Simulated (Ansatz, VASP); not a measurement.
HfO2: VASP beside Ansatz

Contents of INCAR:

```
SYSTEM = HfO2
PREC = Accurate ; ENCUT = 520
EDIFF = 1E-7 ; ISMEAR = 0
SIGMA = 0.05 ; LREAL = .False.
LASPH = .True. ; NELM = 60
ALGO = Normal ; ISIF = 2
LWAVE = .False. ; LCHARG = .True.
GGA = PE ; LELF = .True.
LVHAR = .True. ; NBANDS = 18
```

File KPOINTS:

```
Automatic mesh
0
Gamma
  8 8 8
  0 0 0
```

File POSCAR:

```
HfO2
1.0
    0.0000000000      2.3529000000      2.6598000000
    2.3529000000      0.0000000000      2.6598000000
    2.3529000000      2.3529000000      0.0000000000
Hf O
1 2
Direct
    0.0000000000      0.0000000000      0.0000000000
    0.2500000000      0.2500000000      0.2500000000
    0.7500000000      0.7500000000      0.7500000000
```

Input for Ansatz:

```yaml
crystal:
  lattice:
    - [0.0, 2.3529, 2.6598]
    - [2.3529, 0.0, 2.6598]
    - [2.3529, 2.3529, 0.0]
  atoms:
    - { symbol: Hf, position: [0.0, 0.0, 0.0] }
    - { symbol: O, position: [0.25, 0.25, 0.25] }
    - { symbol: O, position: [0.75, 0.75, 0.75] }
basis:
  ecutwfc: 420
kpoints:
  mp_grid: { grid: [8, 8, 8] }
hamiltonian:
  xc: pbe
scf:
  occupations: { method: gaussian, width: 0.05 }
output:
  forces: true
  stress: true
  eigenvalues: true
```

Change from the starting cell: strain -0.080 along x and y, +0.040 along z, atoms carried along.

Alike in both runs: task single point; functional PBE; k mesh 8 × 8 × 8; occupations gaussian, width 0.05 eV; no spin polarisation.

```csv
,VASP,Ansatz
version,VASP 6.6.1,Ansatz 0.2.0
potentials or method,"VASP PAW PBE potentials, release 64 (Hf_pv, O)","scalar-relativistic, plane waves, PAW"
plane-wave cutoff (eV),520,420
valence electrons in the cell,22,38
```

```tsv
	VASP	Ansatz	Ansatz less VASP
gap on the k mesh at the Fermi level (eV)	2.11	2.09	-0.021
least direct gap on the mesh (eV)	2.74	2.73	-0.017
pressure (GPa)	32.6	37.3	+4.65
largest component of the traceless stress (GPa)	44.57	43.61	-0.966
```

The two sets of potentials don't hold the same shells in valence.

Caveats: so large a pressure means that the cell lies far from this level's equilibrium, or that cutoff or potentials fall short (VASP); spin-orbit coupling is left out, which moves the levels of the heavy elements. A k mesh can miss the band edges.
